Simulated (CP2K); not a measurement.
## Rb in CP2K: convergence with smearing width

Rb:

```
Rb
1.0
     4.89653    0.00000    0.00000
    -1.66717    4.47909    0.00000
    -1.54755   -2.19113    4.01439
Rb
1
Direct
  0.03895 0.04600 0.05270
```

The cell isn't the ideal one: cell strained at random at fixed volume.

* Program: CP2K 2026.2
* Task: single point
* Functional: LDA
* Potentials or basis: GTH_POTENTIALS Rb GTH-PADE-q9; TZVP-MOLOPT-PBE-GTH basis
* Density cutoff: 6123 eV
* k mesh: 5 × 5 × 5
* Occupations: fermi-dirac, width 0.5 eV
* Spin: no spin polarisation

These are the settings of the first run; the series varies smearing width, with any setting tied to it.

Hardware: 1 thread of Intel(R) Xeon(R) 6975P-C (Granite Rapids), with other jobs on the host.

The values tried are 0.5 eV, 0.3 eV, 0.2 eV, 0.1 eV, 0.05 eV, 0.025 eV, 0.01 eV, loosest first. From which on does the energy stay within 1 meV/atom of the tightest run that finished?

From 0.025 eV on.

| smearing width | energy less the tightest run, at zero smearing (meV/atom) | pressure (GPa) | SCF cycles | CPU time (s) | peak memory (GiB) |
| --- | --- | --- | --- | --- | --- |
| 0.5 eV | -11.61 | -0.15 | 12 | 15 | 0.36 |
| 0.3 eV | -5.23 | -0.27 | 12 | 16 | 0.36 |
| 0.2 eV | -6.93 | -0.32 | 12 | 16 | 0.35 |
| 0.1 eV | -6.02 | -0.35 | 12 | 15 | 0.36 |
| 0.05 eV | -2.39 | -0.36 | 12 | 15 | 0.35 |
| 0.025 eV | -0.53 | -0.36 | 12 | 15 | 0.35 |
| 0.01 eV | 0.00 | -0.36 | 12 | 15 | 0.36 |

Against the tightest run, the pressure stays within 0.1 GPa from 0.3 eV on. Narrower smearing needs a denser k mesh, so at a fixed mesh the narrowest width isn't the most accurate. The tightest run that finished is the yardstick and may itself not be fully converged.

Caveat, for the tightest run too: the basis of atomic orbitals isn't converged, which shifts pressures, moduli and gaps.
